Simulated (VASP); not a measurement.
Wanted: the native input for a VASP 6.6.1 run.

* Task: band structure
* Functional: HSE03
* Potentials or basis: VASP PAW PBE potentials, release 64 (Cl, Li_sv)
* Cutoff: 520 eV
* k mesh: 6 × 6 × 6
* Occupations: gaussian, width 0.02 eV
* Spin: no spin polarisation
* Ladder: gaps
* Grid for exact exchange (PRECFOCK): Fast
* Further INCAR settings: ALGO = Normal; EDIFF = 1e-07

The system is LiCl.

```
Cl Li
1.0
     0.00000    2.56477    2.56477
     2.56477    0.00000    2.56477
     2.56477    2.56477    0.00000
Cl Li
1 1
Direct
  0.50000 0.50000 0.50000
  0.00000 0.00000 0.00000
```

These files were run (other wordings do the same):

POSCAR

```
LiCl
1.0
    0.0000000000      2.5647700000      2.5647700000
    2.5647700000      0.0000000000      2.5647700000
    2.5647700000      2.5647700000      0.0000000000
Cl Li
1 1
Direct
    0.5000000000      0.5000000000      0.5000000000
    0.0000000000      0.0000000000      0.0000000000
```

INCAR.step1

```
SYSTEM = LiCl
PREC = Accurate
ENCUT = 520
EDIFF = 1E-5
ISMEAR = 0
SIGMA = 0.02
LREAL = .False.
LASPH = .True.
NELM = 60
ALGO = Normal
ISIF = 2
LWAVE = .True.
LCHARG = .False.
GGA = PE
KPAR = 4
```

INCAR.step2

```
SYSTEM = LiCl
PREC = Accurate
ENCUT = 520
EDIFF = 1E-7
ISMEAR = 0
SIGMA = 0.02
LREAL = .False.
LASPH = .True.
NELM = 60
ALGO = Normal
ISIF = 2
LWAVE = .False.
LCHARG = .False.
GGA = PE
LHFCALC = .True.
HFSCREEN = 0.3
PRECFOCK = Fast
ISTART = 1
KPAR = 4
```

KPOINTS

```
Automatic mesh
0
Gamma
  6 6 6
  0 0 0
```

KPOINTS_OPT

```
path GXWKGLUWLK,UX
8
line-mode
reciprocal
 0.0000000000  0.0000000000  0.0000000000  G
 0.5000000000  0.0000000000  0.5000000000  X

 0.5000000000  0.0000000000  0.5000000000  X
 0.5000000000  0.2500000000  0.7500000000  W

 0.5000000000  0.2500000000  0.7500000000  W
 0.3750000000  0.3750000000  0.7500000000  K

 0.3750000000  0.3750000000  0.7500000000  K
 0.0000000000  0.0000000000  0.0000000000  G

 0.0000000000  0.0000000000  0.0000000000  G
 0.5000000000  0.5000000000  0.5000000000  L

 0.5000000000  0.5000000000  0.5000000000  L
 0.6250000000  0.2500000000  0.6250000000  U

 0.6250000000  0.2500000000  0.6250000000  U
 0.5000000000  0.2500000000  0.7500000000  W

 0.5000000000  0.2500000000  0.7500000000  W
 0.5000000000  0.5000000000  0.5000000000  L

 0.5000000000  0.5000000000  0.5000000000  L
 0.3750000000  0.3750000000  0.7500000000  K

 0.6250000000  0.2500000000  0.6250000000  U
 0.5000000000  0.0000000000  0.5000000000  X
```

Potentials or basis: VASP PAW PBE potentials, release 64 (Cl, Li_sv).

Run with:

```bash
$ cat potpaw_PBE.64/Cl/POTCAR potpaw_PBE.64/Li_sv/POTCAR > POTCAR
$ cp INCAR.step1 INCAR
$ mpirun -np 4 vasp_std > vasp.out
$ cp INCAR.step2 INCAR
$ mpirun -np 4 vasp_std > vasp.out
```

Results of the run:

```yaml
Band_gap_on_the_k_mesh: 7.49 eV, direct
Band_gap_along_the_path: 7.49 eV, direct
```

It took 2.2 min on 4 MPI ranks on Intel(R) Xeon(R) Platinum 8488C (Sapphire Rapids), on a shared host, peak memory 0.27 GiB a rank.
